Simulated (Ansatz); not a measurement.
# HfN (PbO type): from the first guess to the electronic structure, part 2 of 2

Task: find the zero-pressure cell of HfN (PbO type) and describe its electrons. The start comes from a prototype table, not from a measured structure.

Ansatz 0.2.0; DFT PBE, scalar-relativistic, plane waves, PAW. The steps go on from the part before.

## Step 5: A single point with the electronic structure

Input file input.yaml:

```yaml
crystal:
  lattice:
    - [3.8567057347, 0.0, 0.0]
    - [0.0, 3.8567057347, 0.0]
    - [0.0, 0.0, 4.8184718836]
  atoms:
    - { symbol: Hf, position: [0.5, 0.0, 0.1768716561] }
    - { symbol: Hf, position: [0.0, 0.5, 0.8231283439] }
    - { symbol: "N", position: [0.0, 0.0, 0.0] }
    - { symbol: "N", position: [0.5, 0.5, 0.0] }
basis:
  ecutwfc: 420
  ecutrho_ratio: 4
kpoints:
  mp_grid: { grid: [10, 10, 8] }
  band_path:
    path:
      - [[0.0, 0.0, 0.0], [0.0, 0.5, 0.0], [0.5, 0.5, 0.0], [0.0, 0.0, 0.0], [0.0, 0.0, 0.5], [0.0, 0.5, 0.5], [0.5, 0.5, 0.5], [0.0, 0.0, 0.5]]
      - [[0.0, 0.5, 0.0], [0.0, 0.5, 0.5]]
      - [[0.5, 0.5, 0.0], [0.5, 0.5, 0.5]]
    npoints: 14
hamiltonian:
  xc: pbe
scf:
  occupations: { method: gaussian, width: 0.05 }
  n_extra_bands: 18
output:
  forces: true
  stress: true
  eigenvalues: true
  populations: true
  dos: { projected: true, de: 0.02, nscf_kmesh: { grid: [15, 15, 12] } }
  bader: true
  write_density: true
  write_potential: true
  elf: true
  volumetric_format: npy
```

On the command line:

```bash
$ ansatz run input.yaml --threads 2 --pin off --max-ram 2662MiB --backend cpu --events-out ev --progress --plain --runs-dir out
```

The log of the run:

```text
Warning: RAYON_NUM_THREADS=2 ignored (pool sized by the plan → 2); use --threads N
scf.n_extra_bands = 18 over 31 filled bands (N_el = 62.0): the run solves 49 bands
Engine: ansatz 0.2.0, aarch64-unknown-linux-gnu
Pseudopotentials: kind: paw
Pseudopotential: Hf, paw, valence charge 26, recommended cutoff 420 eV (normal), Hf.paw.azcp
Pseudopotential: N, paw, valence charge 5, recommended cutoff 420 eV (normal), N.paw.azcp
Functional definition: PBE
  parameter kappa = 0.804
  parameter beta = 0.06672455060314922
  exchange = pbe_x(kappa = kappa, mu = beta*pi^2/3)
  correlation = pbe_c(beta = beta)
Crystal: 4 atoms, lattice volume = 71.671 Å³
Basis set: ecut = 420 eV, 1409 PW (Γ), exchange–correlation on 54×54×72 points (8 copies of the dense FFT grid, shifted against one another)
Bands: 49, of which v1, the nominal top of the filled ones, is band 31 counted from 1 (30 counted from 0)
Symmetry: 16 space group operations
Space group: P4/nmm (ITA 129), of the structure as read, at distance tolerance 4.2e-5 Å
k-points: 105 of 800
Non-local potential: Hf, projectors of the file, l = 0: 3, l = 1: 2, l = 2: 2, l = 3: 3
Non-local potential: N, projectors of the file, l = 0: 2, l = 1: 2, l = 2: 1
PAW form: soft (Blöchl's): semilocal exchange-correlation on the pseudo side does not see the compensation charge
PAW one-centre angular grid: Hf, 590 points (default); XC on 64 Gauss nodes
PAW one-centre angular grid: N, 110 points (default); XC on 64 Gauss nodes
Initial density: superposition of atomic densities (neutral atoms: chi_scale 0, normalization atom), corrected by the library's trained network
Initial wavefunctions: pseudopotential atomic-orbital guess
Functional: x = pbe(κ = 0.804, μ = 0.2195149727645171), c = pbe(β = 0.06672455060314922)
SCF iter   1: F=—  HF=-32215.144464 eV  |F-HF|=—  |Δ(HF+E_count)|=         —  Δρ=6.52e-3  dr2=2.64e-2  ethr=1.77e-3  ⟨swp⟩=5.3  Hψ=17942  notcnv=0  defer=523
preconditioner: auto → Kerker (q_TF=auto, 2.663 Å⁻¹)  [metal: Δε(μ)=0.036 eV  Ē_g=21.716 eV  σ=0.050 eV  W_gap=0.39  n_scr=28 (ndim 8)  ℏωp=33.4 eV  f_vac=0.004  D(μ)=1.54/eV (n_scr^D=6)]
SCF iter   2: F=—  HF=-32215.143327 eV  |F-HF|=—  |Δ(HF+E_count)|=   1.14e-3  Δρ=3.81e-3  dr2=1.01e-2  ethr=4.25e-5  ⟨swp⟩=1.9  Hψ=6557  notcnv=0  defer=836
SCF iter   3: F=—  HF=-32215.143566 eV  |F-HF|=—  |Δ(HF+E_count)|=   2.39e-4  Δρ=7.05e-4  dr2=3.69e-4  ethr=1.62e-5  ⟨swp⟩=2.0  Hψ=7015  notcnv=0  defer=836
SCF iter   4: F=—  HF=-32215.143699 eV  |F-HF|=—  |Δ(HF+E_count)|=   1.33e-4  Δρ=1.78e-4  dr2=2.72e-5  ethr=5.95e-7  ⟨swp⟩=2.1  Hψ=5190  notcnv=0  defer=836
SCF iter   5: F=—  HF=-32215.143726 eV  |F-HF|=—  |Δ(HF+E_count)|=   2.71e-5  Δρ=7.40e-5  dr2=4.84e-6  ethr=4.38e-8  ⟨swp⟩=2.0  Hψ=6616  notcnv=0  defer=836
SCF iter   6: F=—  HF=-32215.143723 eV  |F-HF|=—  |Δ(HF+E_count)|=   2.94e-6  Δρ=5.90e-5  dr2=3.84e-6  ethr=7.80e-9  ⟨swp⟩=2.1  Hψ=7261  notcnv=0  defer=836
SCF iter   7: F=—  HF=-32215.143723 eV  |F-HF|=—  |Δ(HF+E_count)|=   4.76e-7  Δρ=2.27e-5  dr2=8.84e-7  ethr=6.20e-9  ⟨swp⟩=2.8  Hψ=7078  notcnv=0  defer=836
SCF iter   8: F=—  HF=-32215.143723 eV  |F-HF|=—  |Δ(HF+E_count)|=   1.54e-7  Δρ=6.91e-6  dr2=1.08e-7  ethr=1.43e-9  ⟨swp⟩=2.0  Hψ=4738  notcnv=0  defer=836
SCF iter   9: F=-32215.143723 eV  HF=-32215.143723 eV  |F-HF|=4.92e-9  |Δ(HF+E_count)|=   4.43e-8  Δρ=2.10e-6  dr2=7.69e-9  ethr=1.61e-10  ⟨swp⟩=14.2  Hψ=39499  notcnv=0
SCF 1 converged in 9 iterations: F = -32215.143723 eV  dr2 = 7.69e-9
NSCF: frozen V_eff on 129 k-points
NSCF: frozen V_eff on 252 k-points
SCF converged after 9 iterations
Free energy (F): -32215.143723 eV
Harris-Foulkes:  -32215.143723 eV  (|F-HF|=4.92e-9)
Internal energy: -32215.141823 eV  (E = F + TS)
E sigma→0 (E₀):  -32215.142773 eV
Entropy (-TS):   -0.001900 eV (-0.475 meV/atom)
Fermi energy:    13.921341 eV
--- Per-component energies (eV) ---
  E_band       = -226.034626
  E_kinetic    = 1104.615291
  E_local      = -13565.998005  (includes V_loc(G=0)·N_el)
  E_nonlocal   = -2395.542960
  E_hartree    = 6251.973777
  E_xc         = -718.526241
  E_vxc        = -682.855296  (∫ρ·V_xc dr)
  E_paw        = -14109.084022  (= ΣΔE_a)
  E_vpaw       = 2809.801552  (= ΣTr[D̂ρ^β])
  E_aug_tail   = 0.000189  (compensation charges beyond the density's cutoff)
  E_ewald      = -8782.579851
  E_smearing   = -0.001900  (= −TS)
  E_closure    = 0.000000  (closes the sum)
  Σ components = -32215.143723   (vs F -32215.143723, Δ=0.00e0)
--- Forces (eV/Å), atoms counted from 1 ---
  atom   1  Hf    -0.00000000     0.00000000    -0.00082584
  atom   2  Hf     0.00000000     0.00000000     0.00082584
  atom   3  N      0.00000000     0.00000000    -0.00000000
  atom   4  N      0.00000000     0.00000000     0.00000000
  max |Σ_I F_I| component: 1.73e-18 eV/Å
--- Stress (GPa, compression-positive) ---
        0.003312       0.000000       0.000000
        0.000000       0.003312      -0.000000
        0.000000      -0.000000       0.018603
  P = ⅓ Tr σ = 0.0084 GPa (0.084 kbar)
--- Band table (eV; the first three rows and the last of 105) ---
  k-point 0: bands = ["-48.6891", "-48.6487", "-17.5938", "-17.5037", "-17.5037", "-17.3232", "-17.2257", "-17.2257", "-1.7852", "-0.8577", "1.3850", "1.3850", "1.3887", "1.4021", "1.4138", "1.4138", "1.4364", "1.4369", "1.4369", "1.4377", "1.4515", "1.4562", "1.4562", "1.6499", "8.0303", "8.6061", "8.6061", "9.5449", "11.5743", "11.5743", "11.6062", "14.5095", "16.8691", "17.4887", "17.4887", "17.9860", "18.0608", "18.8697", "19.3961", "19.3961", "22.1611", "22.2959", "23.2892", "25.5399", "25.9361", "25.9818", "25.9818", "26.2608", "26.2608"]
  k-point 1: bands = ["-48.6890", "-48.6488", "-17.5916", "-17.5028", "-17.5028", "-17.3266", "-17.2266", "-17.2266", "-1.7754", "-0.8565", "1.3851", "1.3851", "1.3890", "1.4022", "1.4140", "1.4140", "1.4360", "1.4366", "1.4366", "1.4374", "1.4514", "1.4562", "1.4562", "1.6513", "7.9704", "8.6056", "8.6056", "9.5165", "11.5495", "11.5495", "11.7563", "14.5285", "16.8493", "17.5148", "17.5148", "17.9422", "18.2136", "19.0364", "19.4564", "19.4564", "21.1076", "22.1150", "24.0761", "25.4140", "25.8675", "25.8675", "25.9825", "26.4666", "26.4666"]
  k-point 2: bands = ["-48.6888", "-48.6490", "-17.5858", "-17.5006", "-17.5006", "-17.3352", "-17.2288", "-17.2288", "-1.7518", "-0.8534", "1.3854", "1.3854", "1.3897", "1.4025", "1.4147", "1.4147", "1.4350", "1.4360", "1.4360", "1.4365", "1.4511", "1.4561", "1.4561", "1.6547", "7.8345", "8.6045", "8.6045", "9.4493", "11.4916", "11.4916", "12.1420", "14.5756", "16.8404", "17.5738", "17.5738", "17.8361", "18.5368", "19.4972", "19.6112", "19.6112", "19.6640", "21.9546", "24.0800", "25.0915", "25.7027", "25.7027", "25.8015", "26.9106", "26.9106"]
  k-point 104: bands = ["-48.6655", "-48.6655", "-17.7132", "-17.7132", "-17.4410", "-17.4410", "-17.2394", "-17.2394", "-0.0689", "-0.0689", "1.3605", "1.3605", "1.3762", "1.3762", "1.3940", "1.3940", "1.4162", "1.4162", "1.4215", "1.4215", "1.4533", "1.4533", "1.5912", "1.5912", "7.5088", "7.5088", "10.4687", "10.4687", "10.7905", "10.7905", "14.9874", "14.9874", "15.0540", "15.0540", "15.8607", "15.8607", "16.7469", "16.7469", "20.8249", "20.8249", "21.5896", "21.5896", "23.0797", "23.0797", "24.2018", "24.2018", "24.4105", "24.4105", "32.1214"]
--- Löwdin populations: 4 sites ---
  site symbol       q [e]
     0     Hf     25.1829
     1     Hf     25.1829
     2      N      5.7102
     3      N      5.7102
  spilling = 0.003450 (of n_electrons = 62.000000)
--- Bader charges: 4 sites ---
  site symbol  charge [e]  shift [e]
     0     Hf      1.7641     0.0047
     1     Hf      1.7641     0.0047
     2      N     -1.7641     0.0047
     3      N     -1.7641     0.0047
  estimated error of the sums over rays = 5.7e-4 e
```

Wall time 55 s (2 threads of Arm Neoverse V2, shared host); peak memory 0.72 GiB.

This gives: volume 17.918 Å³/atom, pressure 0.01 GPa, a metal on this mesh.

From the band file, the three levels under and over the Fermi level at the path's corners (eV, zero at the Fermi level):

| point | filled | empty |
| --- | --- | --- |
| Γ | -2.35 -2.35 -2.31 | 0.59 2.95 3.57 |
| X | -3.65 -1.17 -1.17 | 2.81 2.81 2.83 |
| M | -2.62 -0.07 -0.07 | 0.29 0.29 3.26 |
| Z | -2.51 -2.51 -1.13 | 0.72 2.96 3.73 |
| R | -4.77 -4.03 -4.03 | 0.16 0.16 2.30 |
| A | -3.45 -3.13 -3.13 | 1.07 1.07 1.13 |

Bands that cross the Fermi level on the path (counted from 0), with the number of crossings: 30: 4, 31: 4.

The density of states, summed over windows 1 eV wide (Fermi level at zero):

| from | to | total | Hf 5d | N 2p | Hf 6s |
| --- | --- | --- | --- | --- | --- |
| -7 | -6 | 1.01 | 0.27 | 0.60 | 0.10 |
| -6 | -5 | 2.64 | 0.77 | 1.62 | 0.15 |
| -5 | -4 | 4.72 | 1.51 | 2.99 | 0.09 |
| -4 | -3 | 1.65 | 0.47 | 1.07 | 0.04 |
| -3 | -2 | 1.56 | 0.23 | 1.17 | 0.07 |
| -2 | -1 | 0.89 | 0.18 | 0.48 | 0.17 |
| -1 | 0 | 1.44 | 0.76 | 0.17 | 0.41 |
| 0 | 1 | 1.68 | 1.21 | 0.20 | 0.14 |
| 1 | 2 | 1.84 | 1.46 | 0.18 | 0.08 |
| 2 | 3 | 2.76 | 2.23 | 0.24 | 0.14 |
| 3 | 4 | 4.70 | 3.69 | 0.37 | 0.28 |
| 4 | 5 | 2.63 | 1.64 | 0.41 | 0.20 |
| 5 | 6 | 3.33 | 1.51 | 0.48 | 0.40 |

Density in a lattice plane of the grid's cell (edges 3.86 and 4.82 Å, at 0.000 of the third edge), which holds Hf and N.

Values in e/Å³, 12 rows by 10 columns:
```
 2.86  1.87  0.62  0.22  0.15  0.16  0.15  0.22  0.62  1.87
 0.76  0.54  0.25  0.11  0.07  0.06  0.07  0.11  0.25  0.54
 0.19  0.16  0.10  0.06  0.04  0.04  0.04  0.06  0.10  0.16
 0.08  0.07  0.06  0.05  0.04  0.04  0.04  0.05  0.06  0.07
 0.06  0.06  0.06  0.06  0.06  0.06  0.06  0.06  0.06  0.06
 0.06  0.06  0.06  0.08  0.09  0.10  0.09  0.08  0.06  0.06
 0.06  0.06  0.08  0.12  0.23  0.31  0.23  0.12  0.08  0.06
 0.08  0.08  0.11  0.42  1.96  3.52  1.96  0.42  0.11  0.08
 0.19  0.18  0.25  1.80 11.10 20.84 11.10  1.80  0.25  0.18
 0.76  0.60  0.50  2.81 18.09 34.38 18.09  2.81  0.50  0.60
 2.86  1.97  0.83  1.42  7.80 14.93  7.80  1.42  0.83  1.97
 3.56  3.12  0.98  0.46  0.98  1.69  0.98  0.46  0.98  3.12
```
Columns run along the first of these edges and rows up along the second, over one cell in 10 and 12 even steps from the bottom left corner. Atoms in the plane (fractional): Hf at (0.50, 0.18), N at (0.00, 0.00).

ELF in the same plane.

Ten even steps from '0' (0.01) to '9' (0.86):
```
34899621112111269984
78998631000001368998
99987531000001357899
88765321000001235678
55432211000001122345
33221111111111111223
22222222223222222222
33333444455544443333
45555555555555555555
55555544333334455555
44443322111112233444
33221111122211111223
22110013556553100112
32110146888886410112
55311269999999621135
87631379998999731367
99863269999999623689
78985247999997425898
35897324799974237985
01799522356532259971
```
Columns run along the first of these edges and rows up along the second, over one cell in 20 and 20 even steps from the bottom left corner. Atoms in the plane (fractional): Hf at (0.50, 0.18), N at (0.00, 0.00).

Both are smooth fields of the valence electrons: close to the nuclei they are not physical.

Maxima of ELF outside the ion cores: 0.83 in the shell around N, 0.6 Å from N; 0.54 between the atoms, 2.1 Å from Hf.

## Step 6: What came out

This closing draws on all 2 parts. Changes of volume or cell count from the first structure of part 1.

```
                     quantity                                                                      value
                  space group                                                           P4/nmm (No. 129)
            conventional cell  a = 3.857 Å, b = 3.857 Å, c = 4.818 Å, α = 90.00°, β = 90.00°, γ = 90.00°
                       volume                                                             17.918 Å³/atom
                     pressure                                                                   0.01 GPa
                          gap                                                               none (metal)
    states at the Fermi level                                                        1.6 per eV per cell
                Bader charges                                                        Hf +1.76; N -1.76 e
highest ELF outside the cores                                                   0.83, about 0.6 Å from N
```

What this shows: From the first run shown, the volume went from 15.50 to 17.92 Å³/atom (+15.6 %) in 2 runs, where the pressure is zero within 0.01 GPa. Bands cross the Fermi level, so it is a metal at this level; the largest share of the states at the Fermi level is Hf 5d (70 % of the projected weight). Hf gives up the most charge, +1.76 e by Bader's partition. Spin–orbit coupling is left out, though the cell holds Hf; in elements this heavy it can shift levels and gaps by tenths of an eV. No dispersion term is included, so distances between weakly bound layers or units are the least certain numbers.
